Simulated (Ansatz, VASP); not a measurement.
Two plane-wave programs on MgO

```
CELL_PARAMETERS angstrom
3.33520 0.00000 0.00000
-1.66760 2.88837 0.00000
0.00000 0.00000 11.35500
ATOMIC_POSITIONS crystal
Mg 0.33333 0.66667 0.96949
Mg 0.00000 0.00000 0.22082
Mg 0.00000 0.00000 0.72082
Mg 0.66667 0.33333 0.46949
O 0.33333 0.66667 0.78004
O 0.00000 0.00000 0.52964
O 0.00000 0.00000 0.02964
O 0.66667 0.33333 0.28004
```

Alike in both runs: task single point; functional PBE; k mesh 9 × 9 × 2; occupations gaussian, width 0.05 eV; no spin polarisation.

```csv
,VASP,Ansatz
version,VASP 6.6.1,Ansatz 0.2.0
potentials or method,"VASP PAW PBE potentials, release 64 (Mg, O)","scalar-relativistic, plane waves, PAW"
plane-wave cutoff (eV),520,520
valence electrons in the cell,32,64
```

|  | VASP | Ansatz | Ansatz less VASP |
| --- | --- | --- | --- |
| gap on the k mesh at the Fermi level (eV) | 2.90 | 2.92 | +0.020 |
| least direct gap on the mesh (eV) | 2.90 | 2.92 | +0.020 |
| pressure (GPa) | -9.9 | -9.5 | +0.43 |
| largest component of the traceless stress (GPa) | 5.57 | 5.51 | -0.059 |
| rms of the force components (eV/Å) | 0.102 | 0.101 | -0.0010 |

Atom by atom the forces differ by 0.001 eV/Å (rms over components). The two sets of potentials don't hold the same shells in valence.

A hybrid or GW would open this gap; PBE tends to underestimate it.
